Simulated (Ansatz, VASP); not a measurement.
**GaSb in VASP and in Ansatz**

INCAR

```
SYSTEM = GaSb
PREC     = Accurate       ! precision mode
ENCUT    = 520            ! plane-wave cutoff, eV
EDIFF    = 1E-7           ! SCF threshold, eV
ISMEAR   = -1             ! smearing method
SIGMA    = 0.05           ! smearing width, eV
LREAL    = .FALSE.        ! projectors in reciprocal space
LASPH    = .TRUE.         ! aspherical terms in the spheres
NELM     = 60             ! most SCF steps
ALGO     = Normal         ! electronic algorithm
ISIF     = 2              ! what is computed and relaxed
LWAVE    = .FALSE.        ! write WAVECAR
LCHARG   = .TRUE.         ! write CHGCAR
GGA      = PS             ! functional
LELF     = .TRUE.         ! ELF
LVHAR    = .TRUE.       
NBANDS   = 16             ! bands
```

Contents of KPOINTS:

```
Automatic mesh
0
G
  8 8 8
  0 0 0
```

File POSCAR:

```
GaSb
1.0
    0.0000000000      3.0590000000      3.0590000000
    3.0590000000      0.0000000000      3.0590000000
    3.0590000000      3.0590000000      0.0000000000
Sb Ga
1 1
Direct
    0.7500000000      0.7500000000      0.7500000000
    0.0000000000      0.0000000000      0.0000000000
```

The input input.yaml:

```yaml
crystal:
  lattice:
    - [0.0, 3.059, 3.059]
    - [3.059, 0.0, 3.059]
    - [3.059, 3.059, 0.0]
  atoms:
    - { symbol: Sb, position: [0.75, 0.75, 0.75] }
    - { symbol: Ga, position: [0.0, 0.0, 0.0] }
hamiltonian:
  xc: pbesol
  pseudopotentials: { kind: paw }
kpoints:
  mp_grid: { grid: [8, 8, 8] }
  band_path:
    path:
      - [[0.0, 0.0, 0.0], [0.5, 0.0, 0.5], [0.5, 0.25, 0.75], [0.375, 0.375, 0.75], [0.0, 0.0, 0.0], [0.5, 0.5, 0.5], [0.625, 0.25, 0.625], [0.5, 0.25, 0.75], [0.5, 0.5, 0.5], [0.375, 0.375, 0.75]]
      - [[0.625, 0.25, 0.625], [0.5, 0.0, 0.5]]
    npoints: 14
scf:
  occupations: { method: fermi_dirac, width: 0.05 }
  n_extra_bands: 6
output:
  forces: true
  stress: true
  eigenvalues: true
  fatbands: false
```

Alike in both runs: functional PBEsol; k mesh 8 × 8 × 8; occupations fermi-dirac, width 0.05 eV; no spin polarisation.

```csv
,VASP,Ansatz
version,VASP 6.6.1,Ansatz 0.2.0
potentials or method,"VASP PAW PBE potentials, release 64 (Sb, Ga_d)",Ansatz PAW
plane-wave cutoff (eV),520,420
valence electrons in the cell,18,28
task,single point,band structure
```

Ansatz gave:

```
gap on the k mesh at the Fermi level (eV) : none
pressure (GPa)                            : -0.2
```

Question: Estimate VASP's values.

Answer: gap on the k mesh at the Fermi level (eV): none; pressure (GPa): -0.1.

A gap of «none» marks a metal or a gap that the smearing closes. The two sets of potentials don't hold the same shells in valence.

Caveats: this crystal is a semiconductor, whose small gap the functional closes, so the metal is an error of the method; the PAW data sets were made with another functional, which shifts forces and pressure a little (VASP); spin-orbit coupling is left out, which moves the levels of the heavy elements (Ansatz); the PAW data sets come from PBE, with cores solved anew for the run's functional, which leaves a small shift of forces and pressure (Ansatz). Spin-orbit coupling is left out, which matters for the levels of Sb.
